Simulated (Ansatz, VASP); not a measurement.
Two plane-wave programs on RbCl

INCAR

```
ALGO = Normal
EDIFF = 1E-7
ENCUT = 520
GGA = PE
ISIF = 2
ISMEAR = -1
LASPH = T
LCHARG = F
LREAL = F
LWAVE = F
NBANDS = 15
NELM = 100
PREC = Accurate
SIGMA = 0.05
```

Contents of KPOINTS:

```
k-points
0
Gamma
  7 7 7
```

Contents of POSCAR:

```
RbCl
1.0
    0.0000000000      3.2520261836      3.2520261836
    3.2520261836      0.0000000000      3.2520261836
    3.2520261836      3.2520261836      0.0000000000
Rb Cl
1 1
Direct
    0.0000000000      0.0000000000      0.0000000000
    0.5000000000      0.5000000000      0.5000000000
```

File input.yaml:

```yaml
crystal:
  lattice:
    - [0.0, 3.2520261836, 3.2520261836]
    - [3.2520261836, 0.0, 3.2520261836]
    - [3.2520261836, 3.2520261836, 0.0]
  atoms:
    - { symbol: Rb, position: [0.0, 0.0, 0.0] }
    - { symbol: Cl, position: [0.5, 0.5, 0.5] }
hamiltonian:
  xc: pbe
  pseudopotentials: { kind: paw }
kpoints:
  mp_grid: { grid: [7, 7, 7] }
scf:
  occupations: { method: fermi_dirac, width: 0.05 }
output:
  forces: true
  stress: true
  eigenvalues: true
  write_density: true
  write_potential: true
  elf: true
  volumetric_format: npy
```

Change from the starting cell: volume scaled by 0.98.

Alike in both runs: task single point; functional PBE; k mesh 7 × 7 × 7; occupations fermi-dirac, width 0.05 eV; no spin polarisation.

|  | VASP | Ansatz |
| --- | --- | --- |
| version | VASP 6.6.1 | Ansatz 0.2.0 |
| potentials or method | VASP PAW PBE potentials, release 64 (Rb_sv, Cl) | Ansatz PAW |
| plane-wave cutoff (eV) | 520 | 420 |
| valence electrons in the cell | 16 | 16 |

Ansatz gave:

```
gap on the k mesh at the Fermi level (eV) : 5.12
least direct gap on the mesh (eV)         : 5.12
pressure (GPa)                            : 1.6
```

Question: Estimate VASP's values.

Answer: gap on the k mesh at the Fermi level (eV): 5.11; least direct gap on the mesh (eV): 5.11; pressure (GPa): 1.6.

Caveats: an odd mesh through Γ misses points on the zone boundary, where band edges often lie (VASP); odd divisions of the mesh miss points on the zone boundary, where band edges often lie, so the gap on the mesh can be too wide (Ansatz).
